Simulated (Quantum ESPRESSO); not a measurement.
# Sn in Quantum ESPRESSO: the effect of functional

Crystal: Sn.

```
Sn
1.0
     0.00000    3.23334    3.23334
     3.23334    0.00000    3.23334
     3.23334    3.23334    0.00000
Sn
2
Direct
  0.75000 0.75000 0.75000
  0.50000 0.50000 0.50000
```

This isn't the form of Sn at room conditions, which is tetragonal (white tin).

Alike in all runs:

| Quantity | Value |
| --- | --- |
| Program | Quantum ESPRESSO 7.5 |
| Task | band structure |
| Potentials or basis | SG15 PBE 1.2 |
| Cutoff | 952 eV |
| Density cutoff | 3810 eV |
| k mesh | 5 × 5 × 5 |
| Occupations | fermi-dirac, width 0.05 eV |
| Spin | no spin polarisation |

```tsv
functional	pressure (GPa)
r2SCAN	0.9
SCAN	?
rSCAN	0.9
```

Problem. What does the run with functional SCAN give?

Solution. Pressure -0.4 GPa.

Caveats: the potentials were made for another functional, which shifts forces and pressure.

Runs at the PBE level aren't shown here.
